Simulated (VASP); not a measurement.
Write the native input for VASP 6.6.1 that does the following.

```yaml
Task: band structure
Functional: PBE
Potentials_or_basis: VASP PAW PBE potentials, release 64 (Cs_sv, Sn_d, I)
Cutoff: 520 eV
k_mesh: 6 × 6 × 6
Occupations: gaussian, width 0.03 eV
Spin: no spin polarisation
Further_INCAR_settings: ALGO = Fast; EDIFF = 1e-06; NBANDS = 47
```

The structure of Cs2SnI6 lies in POSCAR:

```
Cs2SnI6                                 
1.0
   -0.0000000000      6.0217069388      6.0217069388
    6.0217069388     -0.0000000000      6.0217069388
    6.0217069388      6.0217069388     -0.0000000000
  Cs              Sn              I             
     2     1     6
Direct
     0.2500000000000000    0.2500000000000000    0.2500000000000000
     0.7500000000000000    0.7500000000000000    0.7500000000000000
     0.0000000000000000    1.0000000000000000    0.0000000000000000
     0.7583005257365188    0.2416994742634811    0.2416994742634811
     0.2416994742634811    0.7583005257365188    0.2416994742634811
     0.2416994742634811    0.7583005257365188    0.7583005257365188
     0.7583005257365188    0.2416994742634811    0.7583005257365188
     0.2416994742634811    0.2416994742634811    0.7583005257365188
     0.7583005257365188    0.7583005257365188    0.2416994742634811
```

One way to write it, as run:

INCAR

```
SYSTEM = Cs2SnI6
PREC = Accurate
ENCUT = 520
EDIFF = 1E-6
ISMEAR = 0
SIGMA = 0.03
LREAL = .FALSE.
LASPH = .TRUE.
NELM = 80
ALGO = Fast
ISIF = 2
LWAVE = .FALSE.
LCHARG = .FALSE.
GGA = PE
NBANDS = 47
ICORELEVEL = 1
KPAR = 2
```

KPOINTS

```
regular mesh
0
G
  6 6 6
  0 0 0
```

KPOINTS_OPT

```
explicit points
156
Reciprocal
 0.0000000000  0.0000000000  0.0000000000 1
 0.0357142857  0.0000000000  0.0357142857 1
 0.0714285714  0.0000000000  0.0714285714 1
 0.1071428571  0.0000000000  0.1071428571 1
 0.1428571429  0.0000000000  0.1428571429 1
 0.1785714286  0.0000000000  0.1785714286 1
[... 148 lines left out ...]
 0.5000000000  0.2500000000  0.7500000000 1
 0.5000000000  0.0000000000  0.5000000000 1
```

Potentials or basis: VASP PAW PBE potentials, release 64 (Cs_sv, Sn_d, I).

Command:

```sh
$ cat potpaw_PBE.64/Cs_sv/POTCAR potpaw_PBE.64/Sn_d/POTCAR potpaw_PBE.64/I/POTCAR > POTCAR
$ mpirun -np 2 vasp_std > vasp.out
```

Results of the run:

```json
{"Pressure": "0.0 GPa", "Band gap on the k mesh": "0.26 eV, direct", "Band gap along the path": "0.26 eV, direct"}
```

Caveat: spin-orbit coupling is left out, which moves the levels of the heavy elements.

Run time: 19 min on 2 MPI ranks on Intel(R) Xeon(R) Platinum 8488C (Sapphire Rapids) (shared host), peak memory 0.75 GiB a rank.
